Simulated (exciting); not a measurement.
# AlNi (Pm-3m) in exciting: equation of state

How stiff is AlNi in PBE, and what volume does it want? The cell is scaled to several volumes.

All numbers are computed with exciting (release sodium); they aren't measurements. Logs are shortened: lines on timing, memory, paths and dates and some standing lists are left out, and cuts for length are marked.

## 1. The structure

The structure is cubic, space group Pm-3m (No. 221). The conventional cell has a = 2.881 Å, b = 2.881 Å, c = 2.881 Å, α = 90.00°, β = 90.00°, γ = 90.00°. Ni (site symmetry m-3m) is surrounded by 8 Al at 2.50 Å. Al (site symmetry m-3m) is surrounded by 8 Ni at 2.50 Å.

## 2. Equation of state, PBE, collinear spin, ferromagnetic start, 11.24 Å³/atom (volume scaled by 0.94)

Contents of input.xml:

```xml
<input>
  <title>AlNi</title>
  <structure speciespath="./" tshift="false">
    <crystal scale="1">
      <basevect>5.333161597009 0.000000000000 0.000000000000</basevect>
      <basevect>0.000000000000 5.333161597009 0.000000000000</basevect>
      <basevect>0.000000000000 0.000000000000 5.333161597009</basevect>
    </crystal>
    <species speciesfile="Ni.xml" rmt="2">
      <atom coord="0.500000000000 0.500000000000 0.500000000000" bfcmt="0 0 -8"/>
    </species>
    <species speciesfile="Al.xml" rmt="2">
      <atom coord="0.000000000000 0.000000000000 0.000000000000" bfcmt="0 0 0"/>
    </species>
  </structure>
  <groundstate do="fromscratch" ngridk="9 9 9" rgkmax="9" gmaxvr="14" lmaxapw="10" lmaxmat="10" lmaxvr="8" xctype="GGA_PBE" stype="Fermi Dirac" swidth="0.00183747" nempty="24" ValenceRelativity="iora*" epsengy="1e-05" epspot="1e-05" maxscl="90" outputlevel="normal">
    <spin reducebf="0.5"/>
  </groundstate>
</input>
```

Potentials or basis: all-electron LAPW+lo, shipped species files, valence relativity iora*.

Run with:

```
$ OMP_NUM_THREADS=1 exciting_smp
```

INFO.OUT:

```text
================================================================================
EXCITING SODIUM started
[... 10 lines left out ...]

 Lattice vectors (cartesian) :
      5.3331615970      0.0000000000      0.0000000000
      0.0000000000      5.3331615970      0.0000000000
      0.0000000000      0.0000000000      5.3331615970

 Reciprocal lattice vectors (cartesian) :
      1.1781351817      0.0000000000      0.0000000000
      0.0000000000      1.1781351817      0.0000000000
      0.0000000000      0.0000000000      1.1781351817

 Unit cell volume                           :     151.6890493426
 Brillouin zone volume                      :       1.6352545851

 Species :    1 (Ni)
     parameters loaded from                 :    Ni.xml
     name                                   :    nickel
     nuclear charge                         :     -28.00000000
     electronic charge                      :      28.00000000
     atomic mass                            :  106991.52300000
     muffin-tin radius                      :       2.00000000
     # of radial points in muffin-tin       :     350

     atomic positions (lattice) :
       1 :   0.50000000  0.50000000  0.50000000

     magnetic fields (cartesian) :
       1 :   0.00000000  0.00000000 -8.00000000

 Species :    2 (Al)
     parameters loaded from                 :    Al.xml
     name                                   :    aluminium
     nuclear charge                         :     -13.00000000
     electronic charge                      :      13.00000000
     atomic mass                            :   49184.33493000
     muffin-tin radius                      :       2.00000000
     # of radial points in muffin-tin       :     300

     atomic positions (lattice) :
       1 :   0.00000000  0.00000000  0.00000000

     magnetic fields (cartesian) :
       1 :   0.00000000  0.00000000  0.00000000

 Total number of atoms per unit cell        :       2

 Spin treatment                             :    spin-polarised
 Global magnetic field (cartesian) :        0.00000000   0.00000000   0.00000000
 collinear magnetisation in z-direction

 Number of Bravais lattice symmetries       :      48
 Number of crystal symmetries               :      48

 k-point grid                               :       9    9    9
 Total number of k-points                   :      35
 k-point set is reduced with crystal symmetries

 R^MT_min * |G+k|_max (rgkmax)              :       9.00000000
 Species with R^MT_min                      :       1 (Ni)
 Maximum |G+k| for APW functions            :       4.50000000
 Maximum |G| for potential and density      :      14.00000000

 G-vector grid sizes                        :      24    24    24
 Total number of G-vectors                  :    7075

 Maximum angular momentum used for
     APW functions                          :      10
     computing H and O matrix elements      :      10
     potential and density                  :       8
     inner part of muffin-tin               :       2

 Total nuclear charge                       :     -41.00000000
 Total electronic charge                    :      41.00000000
 Total core charge                          :      16.00000000
 Total valence charge                       :      25.00000000

 Number of empty states                     :      24
 Total number of valence states             :      74

 Maximum Hamiltonian size                   :     270
 Maximum number of plane-waves              :     251
 Total number of local-orbitals             :      19

 Exchange-correlation type                  :      20
     Perdew-Burke-Ernzerhof, Phys. Rev. Lett. 77, 3865 (1996)
     Generalised gradient approximation (GGA)

 Smearing scheme                            :    Fermi-Dirac
 Smearing width                             :       0.00183747

 Using multisecant Broyden potential mixing
[... 16 lines left out ...]
+ SCF iteration number :    1                                                  +
++++++++++++++++++++++++++++++++++++++++++++++++++++++++++++++++++++++++++++++++
 Total energy                               :     -1770.68107779
 _______________________________________________________________
 Fermi energy                               :         0.36524155
 Kinetic energy                             :      1785.17794842
 Coulomb energy                             :     -3473.12419510
 Exchange energy                            :       -80.86579223
 Correlation energy                         :        -1.86903887
 No external B-field energy in total energy

 DOS at Fermi energy (states/Ha/cell)       :        18.18438713

 Electron charges :
     core                                   :        16.00000000
     core leakage                           :         0.00370448
     valence                                :        25.00000000
     interstitial                           :         3.28286296
     charge in muffin-tin spheres :
                  atom     1    Ni          :        26.82705178
                  atom     2    Al          :        10.89008526
     total charge in muffin-tins            :        37.71713704
     total charge                           :        41.00000000

 Moments :
     interstitial                           :        -0.00638824
     moment in muffin-tin spheres :
                  atom     1    Ni          :         0.34354983
                  atom     2    Al          :        -0.00872540
     total moment in muffin-tins            :         0.33482442
     total moment                           :         0.32843618

++++++++++++++++++++++++++++++++++++++++++++++++++++++++++++++++++++++++++++++++
+ SCF iteration number :    2                                                  +
++++++++++++++++++++++++++++++++++++++++++++++++++++++++++++++++++++++++++++++++
 Total energy                               :     -1757.40199812
 _______________________________________________________________
 Fermi energy                               :         0.39587894
 Kinetic energy                             :      1791.45192297
 Coulomb energy                             :     -3466.77624061
 Exchange energy                            :       -80.21087529
 Correlation energy                         :        -1.86680520
 No external B-field energy in total energy
[... 618 lines left out ...]
++++++++++++++++++++++++++++++++++++++++++++++++++++++++++++++++++++++++++++++++
+ SCF iteration number :   19                                                  +
++++++++++++++++++++++++++++++++++++++++++++++++++++++++++++++++++++++++++++++++
 Total energy                               :     -1763.70076111
 _______________________________________________________________
 Fermi energy                               :         0.37697572
 Kinetic energy                             :      1788.56791317
 Coulomb energy                             :     -3469.90413442
 Exchange energy                            :       -80.49634404
 Correlation energy                         :        -1.86819582
 No external B-field energy in total energy

 DOS at Fermi energy (states/Ha/cell)       :        19.22287331

 Electron charges :
     core                                   :        16.00000000
     core leakage                           :         0.00368743
     valence                                :        25.00000000
     interstitial                           :         3.50019191
     charge in muffin-tin spheres :
                  atom     1    Ni          :        26.49552785
                  atom     2    Al          :        11.00428024
     total charge in muffin-tins            :        37.49980809
     total charge                           :        41.00000000

 Moments :
     interstitial                           :        -0.00000043
     moment in muffin-tin spheres :
                  atom     1    Ni          :         0.00000309
                  atom     2    Al          :        -0.00000013
     total moment in muffin-tins            :         0.00000296
     total moment                           :         0.00000253

 RMS change in effective potential (target) :  0.388442E-08  ( 0.100000E-04)
 Absolute change in total energy   (target) :  0.379403E-06  ( 0.100000E-04)
 Charge distance                   (target) :  0.123354E-08  ( 0.100000E-04)

++++++++++++++++++++++++++++++++++++++++++++++++++++++++++++++++++++++++++++++++
| Convergency criteria checked for the last 2 iterations                       +
| Convergence targets achieved. Performing final SCF iteration                 +
++++++++++++++++++++++++++++++++++++++++++++++++++++++++++++++++++++++++++++++++
 Total energy                               :     -1763.70075946
 _______________________________________________________________
 Fermi energy                               :         0.37697571
 Kinetic energy                             :      1788.56791389
 Coulomb energy                             :     -3469.90413358
 Exchange energy                            :       -80.49634394
 Correlation energy                         :        -1.86819582
 No external B-field energy in total energy

 DOS at Fermi energy (states/Ha/cell)       :        19.22287085

 Electron charges :
     core                                   :        16.00000000
     core leakage                           :         0.00368743
     valence                                :        25.00000000
     interstitial                           :         3.50019197
     charge in muffin-tin spheres :
                  atom     1    Ni          :        26.49552776
                  atom     2    Al          :        11.00428027
     total charge in muffin-tins            :        37.49980803
     total charge                           :        41.00000000

 Moments :
     interstitial                           :        -0.00000029
     moment in muffin-tin spheres :
                  atom     1    Ni          :         0.00000210
                  atom     2    Al          :        -0.00000008
     total moment in muffin-tins            :         0.00000202
     total moment                           :         0.00000172

++++++++++++++++++++++++++++++++++++++++++++++++++++++++++++++++++++++++++++++++
[... 7 lines left out ...]

--------------------------------------------------------------------------------
- CAUTION! Warnings have been written in file WARNING.OUT !                    -
--------------------------------------------------------------------------------
================================================================================
| EXCITING SODIUM stopped                                                      =
================================================================================
```

It took 1.9 min on 1 thread of Arm Neoverse V1, shared host; peak memory 0.15 GiB.

What came out:

| Item | Value |
| --- | --- |
| Free energy | -47992.7486 eV |
| Band gap on the k mesh | none (metal or under the smearing width) |
| Net moment | 0.00 μB per cell |
| All electrons inside the program's atomic spheres | Ni 26.50; Al 11.00 (radii Ni 2.0, Al 2.0 bohr) |

Caveat: the log's total energy holds no entropy term; the free energy is that total less TS from the occupations; the starting moments collapsed, and a magnetic state may lie lower.

## 3. Equation of state, PBE, collinear spin, ferromagnetic start, 11.48 Å³/atom (volume scaled by 0.96)

input.xml, as its differences from that of step 2:

```diff
@@ -4,5 +4,5 @@
     <crystal scale="1">
-      <basevect>5.333161597009 0.000000000000 0.000000000000</basevect>
-      <basevect>0.000000000000 5.333161597009 0.000000000000</basevect>
-      <basevect>0.000000000000 0.000000000000 5.333161597009</basevect>
+      <basevect>5.370720310594 0.000000000000 0.000000000000</basevect>
+      <basevect>0.000000000000 5.370720310594 0.000000000000</basevect>
+      <basevect>0.000000000000 0.000000000000 5.370720310594</basevect>
     </crystal>
```

Potentials or basis: all-electron LAPW+lo, shipped species files, valence relativity iora*.

Run with:

```
$ OMP_NUM_THREADS=1 exciting_smp
```

It took 2.1 min on 1 thread of Arm Neoverse V1, shared host; peak memory 0.15 GiB.

Results (log left out):

| Item | Value |
| --- | --- |
| Free energy | -47992.7834 eV |
| Band gap on the k mesh | none (metal or under the smearing width) |
| Net moment | 0.00 μB per cell |
| All electrons inside the program's atomic spheres | Ni 26.48; Al 10.98 (radii Ni 2.0, Al 2.0 bohr) |

Caveat: the log's total energy holds no entropy term; the free energy is that total less TS from the occupations; the starting moments collapsed, and a magnetic state may lie lower.

## 4. Equation of state, PBE, collinear spin, ferromagnetic start, 11.72 Å³/atom (volume scaled by 0.98)

input.xml, as its differences from that of step 3:

```diff
@@ -4,5 +4,5 @@
     <crystal scale="1">
-      <basevect>5.370720310594 0.000000000000 0.000000000000</basevect>
-      <basevect>0.000000000000 5.370720310594 0.000000000000</basevect>
-      <basevect>0.000000000000 0.000000000000 5.370720310594</basevect>
+      <basevect>5.407760931384 0.000000000000 0.000000000000</basevect>
+      <basevect>0.000000000000 5.407760931384 0.000000000000</basevect>
+      <basevect>0.000000000000 0.000000000000 5.407760931384</basevect>
     </crystal>
```

Run with:

```
$ OMP_NUM_THREADS=1 exciting_smp
```

It took 99 s on 1 thread of Arm Neoverse V1, shared host; peak memory 0.15 GiB.

The run converged. Its results:

```yaml
Free_energy: -47992.8058 eV
Band_gap_on_the_k_mesh: none (metal or under the smearing width)
Net_moment: 0.00 μB per cell
All_electrons_inside_the_program's_atomic_spheres: Ni 26.46; Al 10.97 (radii Ni 2.0, Al 2.0 bohr)
```

Caveat: the log's total energy holds no entropy term; the free energy is that total less TS from the occupations; the starting moments collapsed, and a magnetic state may lie lower.

## 5. Equation of state, PBE, collinear spin, ferromagnetic start, 11.96 Å³/atom

input.xml, as its differences from that of step 4:

```diff
@@ -4,5 +4,5 @@
     <crystal scale="1">
-      <basevect>5.407760931384 0.000000000000 0.000000000000</basevect>
-      <basevect>0.000000000000 5.407760931384 0.000000000000</basevect>
-      <basevect>0.000000000000 0.000000000000 5.407760931384</basevect>
+      <basevect>5.444300965047 0.000000000000 0.000000000000</basevect>
+      <basevect>0.000000000000 5.444300965047 0.000000000000</basevect>
+      <basevect>0.000000000000 0.000000000000 5.444300965047</basevect>
     </crystal>
```

Run with:

```
$ OMP_NUM_THREADS=1 exciting_smp
```

Wall time 1.8 min (1 thread of Arm Neoverse V1, shared host); peak memory 0.15 GiB.

Results (log left out):

```
Free energy                                       : -47992.8169 eV
Band gap on the k mesh                            : none (metal or under the smearing width)
Net moment                                        : 0.00 μB per cell
All electrons inside the program's atomic spheres : Ni 26.44; Al 10.95 (radii Ni 2.0, Al 2.0 bohr)
```

Caveat: the log's total energy holds no entropy term; the free energy is that total less TS from the occupations; the starting moments collapsed, and a magnetic state may lie lower.

## 6. Equation of state, PBE, collinear spin, ferromagnetic start, 12.20 Å³/atom (volume scaled by 1.02)

input.xml, as its differences from that of step 5:

```diff
@@ -4,5 +4,5 @@
     <crystal scale="1">
-      <basevect>5.444300965047 0.000000000000 0.000000000000</basevect>
-      <basevect>0.000000000000 5.444300965047 0.000000000000</basevect>
-      <basevect>0.000000000000 0.000000000000 5.444300965047</basevect>
+      <basevect>5.480356989016 0.000000000000 0.000000000000</basevect>
+      <basevect>0.000000000000 5.480356989016 0.000000000000</basevect>
+      <basevect>0.000000000000 0.000000000000 5.480356989016</basevect>
     </crystal>
```

Potentials or basis: all-electron LAPW+lo, shipped species files, valence relativity iora*.

Run with:

```
$ OMP_NUM_THREADS=1 exciting_smp
```

Run time: 1.8 min. Hardware: 1 thread of Arm Neoverse V1, shared host; peak memory 0.15 GiB.

It converged, with:

```
Free energy                                       : -47992.8178 eV
Band gap on the k mesh                            : none (metal or under the smearing width)
Net moment                                        : 0.00 μB per cell
All electrons inside the program's atomic spheres : Ni 26.43; Al 10.93 (radii Ni 2.0, Al 2.0 bohr)
```

Caveat: the log's total energy holds no entropy term; the free energy is that total less TS from the occupations; the starting moments collapsed, and a magnetic state may lie lower.

## 7. Equation of state, PBE, collinear spin, ferromagnetic start, 12.43 Å³/atom (volume scaled by 1.04)

input.xml, as its differences from that of step 6:

```diff
@@ -4,5 +4,5 @@
     <crystal scale="1">
-      <basevect>5.480356989016 0.000000000000 0.000000000000</basevect>
-      <basevect>0.000000000000 5.480356989016 0.000000000000</basevect>
-      <basevect>0.000000000000 0.000000000000 5.480356989016</basevect>
+      <basevect>5.515944719953 0.000000000000 0.000000000000</basevect>
+      <basevect>0.000000000000 5.515944719953 0.000000000000</basevect>
+      <basevect>0.000000000000 0.000000000000 5.515944719953</basevect>
     </crystal>
```

Run with:

```
$ OMP_NUM_THREADS=1 exciting_smp
```

Run time: 1.9 min. Hardware: 1 thread of Arm Neoverse V1, shared host; peak memory 0.15 GiB.

Results (log left out):

* Free energy: -47992.8101 eV
* Band gap on the k mesh: none (metal or under the smearing width)
* Net moment: 0.00 μB per cell
* All electrons inside the program's atomic spheres: Ni 26.41; Al 10.92 (radii Ni 2.0, Al 2.0 bohr)

Caveat: the log's total energy holds no entropy term; the free energy is that total less TS from the occupations; the starting moments collapsed, and a magnetic state may lie lower.

## 8. Equation of state, PBE, collinear spin, ferromagnetic start, 12.67 Å³/atom (volume scaled by 1.06)

input.xml, as its differences from that of step 7:

```diff
@@ -4,5 +4,5 @@
     <crystal scale="1">
-      <basevect>5.515944719953 0.000000000000 0.000000000000</basevect>
-      <basevect>0.000000000000 5.515944719953 0.000000000000</basevect>
-      <basevect>0.000000000000 0.000000000000 5.515944719953</basevect>
+      <basevect>5.551079073090 0.000000000000 0.000000000000</basevect>
+      <basevect>0.000000000000 5.551079073090 0.000000000000</basevect>
+      <basevect>0.000000000000 0.000000000000 5.551079073090</basevect>
     </crystal>
```

Run with:

```
$ OMP_NUM_THREADS=1 exciting_smp
```

Wall time 2 min (1 thread of Arm Neoverse V1, shared host); peak memory 0.15 GiB.

The run converged. Its results:

* Free energy: -47992.7938 eV
* Band gap on the k mesh: none (metal or under the smearing width)
* Net moment: 0.00 μB per cell
* All electrons inside the program's atomic spheres: Ni 26.40; Al 10.90 (radii Ni 2.0, Al 2.0 bohr)

Caveat: the log's total energy holds no entropy term; the free energy is that total less TS from the occupations; the starting moments collapsed, and a magnetic state may lie lower.

## 9. Equation of state, PBE, collinear spin, ferromagnetic start

Potentials or basis: all-electron LAPW+lo, shipped species files, valence relativity iora*.

This step only gathers the single runs of the series.

Results:

```yaml
Equilibrium_volume: 12.10 Å³/atom
Bulk_modulus: 159 GPa
Pressure_derivative_of_the_bulk_modulus: 4.5
```

Energy against volume, from the lowest point:
```tsv
volume (Å³/atom)	energy (meV/atom)
11.239	34.57
11.478	17.18
11.717	5.96
11.956	0.42
12.196	0.00
12.435	3.83
12.674	11.96
```
